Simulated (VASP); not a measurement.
# Na (P6_3/mmc) in VASP: a series of runs

The runs below take Na through single point, with PBE.

All numbers are computed with VASP 6.6.1; they aren't measurements. Logs are shortened: lines on timing, memory, paths and dates and some standing lists are left out, and cuts for length are marked.

### 1 The crystal as given

It takes space group P6_3/mmc (No. 194, hexagonal). Conventional cell: a = 3.767 Å, b = 3.767 Å, c = 6.154 Å, α = 90.00°, β = 90.00°, γ = 120.00°. Around Na (site symmetry -6m2) lie 12 Na at 3.77 Å.

This isn't the form of Na at room conditions, which is bcc.

### 2 Single point, PBE

Contents of INCAR:

```
SYSTEM = Na
PREC     = Accurate       ! precision mode
ENCUT    = 280            ! plane-wave cutoff, eV
EDIFF    = 1E-6           ! SCF threshold, eV
ISMEAR   = 0              ! smearing method
SIGMA    = 0.2            ! smearing width, eV
LREAL    = .FALSE.        ! projectors in reciprocal space
LASPH    = .TRUE.         ! aspherical terms in the spheres
NELM     = 100            ! most SCF steps
ALGO     = Normal         ! electronic algorithm
ISIF     = 2              ! what is computed and relaxed
LWAVE    = .FALSE.        ! write WAVECAR
LCHARG   = .FALSE.        ! write CHGCAR
GGA      = PE             ! functional
NBANDS   = 14             ! bands
ADDGRID  = .FALSE.
```

Contents of KPOINTS:

```
regular mesh
0
G
  6 6 3
  0 0 0
```

Contents of POSCAR:

```
Na
1.0
    3.7670000000      0.0000000000      0.0000000000
   -1.8835000000      3.2623176961      0.0000000000
    0.0000000000      0.0000000000      6.1540000000
Na
2
Direct
    0.6607270000      0.3253030000      0.7651560000
    0.3322080000      0.6634530000      0.2738460000
```

Potentials or basis: VASP PAW PBE potentials, release 64 (Na_pv).

Command:

```bash
> cat potpaw_PBE.64/Na_pv/POTCAR > POTCAR
> mpirun -np 1 vasp_std > vasp.out
```

OUTCAR:

```text
SYSTEM = Na
   PREC = Accurate
   ENCUT = 280
   EDIFF = 1E-6
   ISMEAR = 0
   LREAL = .FALSE.
   LASPH = .TRUE.
   NELM = 100
   ISIF = 2
   GGA = PE

 Found     56 irreducible k-points:

 Following reciprocal coordinates:
            Coordinates               Weight
  0.000000  0.000000  0.000000      1.000000
  0.166667 -0.000000  0.000000      2.000000
  0.000000  0.166667  0.000000      2.000000
 -0.166667  0.166667  0.000000      2.000000
  0.333333  0.000000  0.000000      2.000000
  0.000000  0.333333  0.000000      2.000000
   k-points           NKPTS =     56   k-points in BZ     NKDIM =     56   number of bands    NBANDS=     14
   number of dos      NEDOS =    301   number of ions     NIONS =      2
   total plane-waves  NPLWV =  20736
   dimension x,y,z NGX =    24 NGY =   24 NGZ =   36
   dimension x,y,z NGXF=    48 NGYF=   48 NGZF=   72
   ions per type =               2
   NGX,Y,Z   is equivalent  to a cutoff of  10.59, 10.59,  9.73 a.u.
   NGXF,Y,Z  is equivalent  to a cutoff of  21.18, 21.18, 19.45 a.u.
 SYSTEM =  Na
   PREC   = accura    normal or accurate (medium, high low for compatibility)
   ISTART =      0    job   : 0-new  1-cont  2-samecut
   ICHARG =      2    charge: 1-file 2-atom 10-const
   ISPIN  =      1    spin polarized calculation?
   LNONCOLLINEAR =      F non collinear calculations
   LSORBIT =      F    spin-orbit coupling
   LASPH  =      T    aspherical Exc in radial PAW
   ENCUT  =  280.0 eV  20.58 Ry    4.54 a.u.   5.14  5.14  8.40*2*pi/ulx,y,z
   NELM   =    100;   NELMIN=  2; NELMDL= -5     # of ELM steps
   EDIFF  = 0.1E-05   stopping-criterion for ELM
   LREAL  =      F    real-space projection
   EDIFFG = 0.1E-04   stopping-criterion for IOM
   NSW    =      0    number of steps for IOM
   IBRION =     -1    ionic relax: 0-MD 1-quasi-New 2-CG
   NFREE  =      0    steps in history (QN), initial steepest desc. (CG)
   ISIF   =      2    stress and relaxation
   ISYM   =      2    0-nonsym 1-usesym 2-fastsym
   POTIM  = 0.5000    time-step for ionic-motion
   TEBEG  =    0.0;   TEEND  =   0.0 temperature during run
   PSTRESS=    0.0 pullay stress
   NELECT =      14.0000    total number of electrons
   NUPDOWN=      -1.0000    fix difference up-down
   EMIN   =  10.00;   EMAX   =-10.00  energy-range for DOS
   EFERMI =   0.00;   METHOD = LEGACY
   ISMEAR =     0;   SIGMA  =   0.20  broadening in eV -4-tet -1-fermi 0-gaus
   EFERMI_NEDOS =   21; number of points for ismear=-14 and -15
   IALGO  =     38    algorithm
   IMIX   =      4    mixing-type and parameters
     AMIX     =   0.40;   BMIX     =  1.00
     AMIX_MAG =   1.60;   BMIX_MAG =  1.00
  volume/ion in A,a.u.               =      37.81       255.18
  Fermi-wavevector in a.u.,A,eV,Ry     =   0.933020  1.763153 11.844235  0.870527
  Thomas-Fermi vector in A             =   2.059678
   LORBIT       =      0    0 simple, 1 ext, 2 COOP (PROOUT), +10 PAW based schemes
   GGA     = PE    functional components
   LHFCALC =     F    Hartree Fock is set to
   AEXX    =    0.0000 exact exchange contribution
   IVDW    =     0    specifies the selected vdW correction
   LEPSILON=     F    determine dielectric tensor
   LRPA    =     F    only Hartree local field effects (RPA)
 non-spin polarized calculation
 Gauss-broadening in eV      SIGMA  =   0.20
  energy-cutoff  :      280.00
  volume of cell :       75.63
 maximum number of plane-waves:       815
 NGX is ok and might be reduce to    24
   NGX = 11   NGY = 11   NGZ = 17

 number of electron      13.9999976 magnetization

 Free energy of the ion-electron system (eV)
  ---------------------------------------------------
  ext. energy  EPLUGINS =         0.00000000
  ---------------------------------------------------
  free energy    TOTEN  =        -2.59869468 eV

  energy without entropy =       -2.56254646  energy(sigma->0) =       -2.58062057

 E-fermi :   0.2265     XC(G=0):  -6.4519

 val. band max:       -0.0073207409   @ k =  -0.3333   0.1667   0.3333
 cond. band min:       0.2301168080   @ k =  -0.1667   0.5000   0.3333
 fundamental gap:      0.2374375489
 Fermi energy:         0.2265334897

 k-point     1 :       0.0000    0.0000    0.0000
  band No.  band energies     occupation
      1     -24.6686      2.00000
      2     -24.6398      2.00000
      3     -24.6395      2.00000
      4     -24.6352      2.00000
      5     -24.6351      2.00000
      6     -24.6351      2.00000
      7      -2.9684      2.00000
      8       0.8231      0.00002
      9       1.2061      0.00000
     10      10.1372      0.00000
     11      10.1451      0.00000
     12      10.4742      0.00000
     13      10.4879      0.00000
     14      10.6375      0.00000

 k-point     2 :       0.1667   -0.0000    0.0000
  band No.  band energies     occupation
      1     -24.6658      2.00000
      2     -24.6460      2.00000
      3     -24.6417      2.00000
      4     -24.6413      2.00000
      5     -24.6364      2.00000
      6     -24.6364      2.00000
      7      -2.5638      2.00000
      8       1.1843      0.00000
      9       1.5982      0.00000
     10       6.6221      0.00000
     11       8.6455      0.00000
     12       8.8412      0.00000
     13       9.9822      0.00000
     14      10.9687      0.00000

 k-point     3 :       0.0000    0.1667    0.0000
  band No.  band energies     occupation
      1     -24.6658      2.00000
      2     -24.6463      2.00000
      3     -24.6415      2.00000
      4     -24.6414      2.00000
      5     -24.6364      2.00000
      6     -24.6363      2.00000
      7      -2.5638      2.00000
      8       1.1843      0.00000
      9       1.5980      0.00000
     10       6.6254      0.00000
     11       8.6453      0.00000
     12       8.8444      0.00000
     13       9.9796      0.00000
     14      10.9500      0.00000

 k-point     4 :      -0.1667    0.1667    0.0000
  band No.  band energies     occupation
      1     -24.6658      2.00000
      2     -24.6462      2.00000
      3     -24.6416      2.00000
      4     -24.6413      2.00000
      5     -24.6364      2.00000
      6     -24.6363      2.00000
      7      -2.5638      2.00000
      8       1.1843      0.00000
      9       1.5981      0.00000
     10       6.6238      0.00000
     11       8.6454      0.00000
     12       8.8428      0.00000
     13       9.9809      0.00000
     14      10.9592      0.00000

 k-point     5 :       0.3333    0.0000    0.0000
  band No.  band energies     occupation
      1     -24.6596      2.00000
      2     -24.6586      2.00000
      3     -24.6538      2.00000
      4     -24.6457      2.00000
      5     -24.6398      2.00000
      6     -24.6388      2.00000
      7      -1.3684      2.00000
      8       2.2727      0.00000
      9       2.5647      0.00000
     10       3.5112      0.00000
     11       6.6747      0.00000
     12       6.8443      0.00000
     13       7.6483      0.00000
     14       8.9139      0.00000

 k-point     6 :       0.0000    0.3333    0.0000
  band No.  band energies     occupation
      1     -24.6594      2.00000
      2     -24.6587      2.00000
      3     -24.6540      2.00000
      4     -24.6455      2.00000
      5     -24.6400      2.00000
      6     -24.6387      2.00000
      7      -1.3684      2.00000
      8       2.2726      0.00000
      9       2.5597      0.00000
     10       3.5193      0.00000
     11       6.6739      0.00000
     12       6.8507      0.00000
     13       7.6482      0.00000
     14       8.8929      0.00000

 [... further k-points ...]

------------------------ aborting loop because EDIFF is reached ----------------------------------------

  FORCE on cell =-STRESS in cart. coord.  units (eV):
  Direction    XX          YY          ZZ          XY          YZ          ZX
  --------------------------------------------------------------------------------------
  -------------------------------------------------------------------------------------
  Total       -0.2181820     -0.2086276     -0.2670942     -0.0037009      0.0005875      0.0003710
  in kB       -4.6222142     -4.4198039     -5.6584264     -0.0784044      0.0124466      0.0078602
  external PRESSURE =      -4.9001482 kB  Pullay stress =       0.0000000 kB

 VOLUME and BASIS-vectors are now :
 -----------------------------------------------------------------------------
  energy-cutoff  :      280.00
  volume of cell :       75.63
      direct lattice vectors                 reciprocal lattice vectors
     3.767000000  0.000000000  0.000000000     0.265463233  0.153265269  0.000000000
    -1.883500000  3.262317696  0.000000000     0.000000000  0.306530538  0.000000000
     0.000000000  0.000000000  6.154000000     0.000000000  0.000000000  0.162495938

 POSITION                                       TOTAL-FORCE (eV/Angst)
 -----------------------------------------------------------------------------------
      1.87625      1.06124      4.70877         0.000893      0.002156      0.037916
      0.00181      2.16439      1.68525        -0.000893     -0.002156     -0.037916
 -----------------------------------------------------------------------------------
    total drift:                                0.000011      0.000190     -0.000006

  FREE ENERGIE OF THE ION-ELECTRON SYSTEM (eV)
  ---------------------------------------------------
  free  energy   TOTEN  =        -2.5986946754 eV

  energy  without entropy=       -2.5625464602  energy(sigma->0) =       -2.58062057
```

Wall time 9.5 s (1 thread of Intel Xeon Platinum 8488C (Sapphire Rapids), shared host); peak memory 0.15 GiB.

The run converged, but some of its settings lie outside the range that counts as converged, so its numbers aren't taken as properties of the crystal.

Results:

| Property | Result |
| --- | --- |
| Free energy | -2.5987 eV |
| Largest force | 0.038 eV/Å |
| Band gap on the k mesh | none (metal or under the smearing width) |

Caveat: the cutoff is under 1.25 times the usual one of these potentials, so pressure, stress and relaxed cells hold a basis-set (Pulay) error.

### 3 Single point, PBE

INCAR: that of step 2 with these lines changed.

```diff
@@ -2,3 +2,3 @@
 PREC     = Accurate       ! precision mode
-ENCUT    = 280            ! plane-wave cutoff, eV
+ENCUT    = 650            ! plane-wave cutoff, eV
 EDIFF    = 1E-6           ! SCF threshold, eV
```

Contents of KPOINTS:

```
regular mesh
0
G
  4 4 2
  0 0 0
```

Contents of POSCAR:

```
Na
1.0
    3.7670000000      0.0000000000      0.0000000000
   -1.8835000000      3.2623176961      0.0000000000
    0.0000000000      0.0000000000      6.1540000000
Na
2
Direct
    0.6666666667      0.3333333333      0.7500000000
    0.3333333333      0.6666666667      0.2500000000
```

Potentials or basis: VASP PAW PBE potentials, release 64 (Na_pv).

Command:

```bash
> cat potpaw_PBE.64/Na_pv/POTCAR > POTCAR
> mpirun -np 1 vasp_std > vasp.out
```

Run time: 10 s. Hardware: 1 thread of Intel Xeon Platinum 8488C (Sapphire Rapids), shared host; peak memory 0.2 GiB.

These settings aren't checked as converged: the numbers below hold their error.

Results:

| Item | Value |
| --- | --- |
| Free energy | -2.5858 eV |
| Pressure | -0.1 GPa |
| Band gap on the k mesh | none (metal or under the smearing width) |

Caveat: the k mesh is coarse (spacing up to 0.51 Å⁻¹), so the values aren't converged.

### 4 Single point, PBE

INCAR is that of step 3.

KPOINTS is that of step 3.

Contents of POSCAR:

```
Na
1.0
    3.7670000000      0.0000000000      0.0000000000
   -1.8835000000      3.2623176961      0.0000000000
    0.0000000000      0.0000000000      6.1540000000
Na
2
Direct
    0.6607270000      0.3253030000      0.7651560000
    0.3322080000      0.6634530000      0.2738460000
```

Potentials or basis: VASP PAW PBE potentials, release 64 (Na_pv).

Command:

```bash
> cat potpaw_PBE.64/Na_pv/POTCAR > POTCAR
> mpirun -np 1 vasp_std > vasp.out
```

OUTCAR:

```text
SYSTEM = Na
   PREC = Accurate
   ENCUT = 650
   EDIFF = 1E-6
   ISMEAR = 0
   LREAL = .FALSE.
   LASPH = .TRUE.
   NELM = 100
   ISIF = 2
   GGA = PE

 Found     20 irreducible k-points:

 Following reciprocal coordinates:
            Coordinates               Weight
  0.000000  0.000000  0.000000      1.000000
  0.250000 -0.000000  0.000000      2.000000
  0.000000  0.250000  0.000000      2.000000
 -0.250000  0.250000  0.000000      2.000000
  0.500000 -0.000000  0.000000      1.000000
  0.000000  0.500000  0.000000      1.000000
   k-points           NKPTS =     20   k-points in BZ     NKDIM =     20   number of bands    NBANDS=     14
[... 181 lines left out ...]
  --------------------------------------------------------------------------------------
  -------------------------------------------------------------------------------------
  Total        0.2475810      0.2603180     -0.6036348     -0.0037372      0.0005373      0.0003354
  in kB        5.2450367      5.5148707    -12.7880838     -0.0791727      0.0113836      0.0071063
  external PRESSURE =      -0.6760588 kB  Pullay stress =       0.0000000 kB

 VOLUME and BASIS-vectors are now :
 -----------------------------------------------------------------------------
  energy-cutoff  :      650.00
  volume of cell :       75.63
      direct lattice vectors                 reciprocal lattice vectors
     3.767000000  0.000000000  0.000000000     0.265463233  0.153265269  0.000000000
    -1.883500000  3.262317696  0.000000000     0.000000000  0.306530538  0.000000000
     0.000000000  0.000000000  6.154000000     0.000000000  0.000000000  0.162495938

 POSITION                                       TOTAL-FORCE (eV/Angst)
 -----------------------------------------------------------------------------------
      1.87625      1.06124      4.70877         0.000991      0.002087      0.020886
      0.00181      2.16439      1.68525        -0.000991     -0.002087     -0.020886
 -----------------------------------------------------------------------------------
    total drift:                                0.000012      0.000009     -0.000003

  FREE ENERGIE OF THE ION-ELECTRON SYSTEM (eV)
  ---------------------------------------------------
  free  energy   TOTEN  =        -2.5852304398 eV

  energy  without entropy=       -2.5365963385  energy(sigma->0) =       -2.56091339
```

OSZICAR:

```text
N       E                     dE             d eps       ncg     rms          rms(c)
DAV:   1     0.107574049741E+03    0.10757E+03   -0.83393E+03   560   0.112E+03
DAV:   2     0.170921557346E+01   -0.10586E+03   -0.10463E+03   572   0.301E+02
DAV:   3    -0.252351114172E+01   -0.42327E+01   -0.42275E+01   710   0.674E+01
DAV:   4    -0.258591105261E+01   -0.62400E-01   -0.62393E-01   644   0.877E+00
DAV:   5    -0.258731330453E+01   -0.14023E-02   -0.14022E-02   668   0.136E+00    0.299E-01
DAV:   6    -0.258590407114E+01    0.14092E-02   -0.15442E-03   730   0.417E-01    0.198E-01
DAV:   7    -0.258527626274E+01    0.62781E-03   -0.15682E-03   746   0.393E-01    0.504E-02
DAV:   8    -0.258523003895E+01    0.46224E-04   -0.15638E-04   632   0.148E-01    0.394E-03
DAV:   9    -0.258523043977E+01   -0.40082E-06   -0.28683E-06   632   0.144E-02
   1 F= -.25852304E+01 E0= -.25609134E+01  d E =-.486341E-01
```

Run time: 14 s. Hardware: 1 thread of Intel Xeon Platinum 8488C (Sapphire Rapids), shared host; peak memory 0.21 GiB.

The run converged, but some of its settings lie outside the range that counts as converged, so its numbers aren't taken as properties of the crystal.

Results:

- Free energy: -2.5852 eV
- Pressure: -0.1 GPa
- Largest force: 0.021 eV/Å
- Band gap on the k mesh: none (metal or under the smearing width)

Caveat: the k mesh is coarse (spacing up to 0.51 Å⁻¹), so the values aren't converged.
